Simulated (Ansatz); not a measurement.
Runs of Ansatz 0.2.0 on Gd. It takes space group P6_3/mmc (No. 194, hexagonal). The conventional cell has a = 3.636 Å, b = 3.636 Å, c = 5.783 Å, α = 90.00°, β = 90.00°, γ = 120.00°. Around Gd (site symmetry -6m2) lie 12 Gd at 3.57 to 3.64 Å. 

| task | level | potentials or basis | cutoff (eV) | basis error allowed | pressure (GPa) | moment (μB) |
| --- | --- | --- | --- | --- | --- | --- |
| single point | PBE | all-electron LAPW, scalar-relativistic | 156 | 0.001 eV/atom | 0.6 | (a) |
| band structure | PBEsol | all-electron LAPW, scalar-relativistic | 156 | 0.001 eV/atom | -1.8 | 15.21 |
| band structure | PBEsol | all-electron LAPW, inner shells corrected to Dirac's equation | 156 | 0.001 eV/atom | -1.7 | 15.21 |
| band structure | PBEsol | all-electron PAW datasets made for the crystal | 280 | - | -1.8 | 15.21 |

Alike in all rows: spin collinear, ferromagnetic start; cell as given; k mesh 8 × 8 × 5; smearing fermi-dirac 0.05 eV.

Task: Estimate the missing entries.

Result: (a) 15.23.

Caveats: an open f shell can end in a state above the lowest.

Not every run made on this cell is shown here.
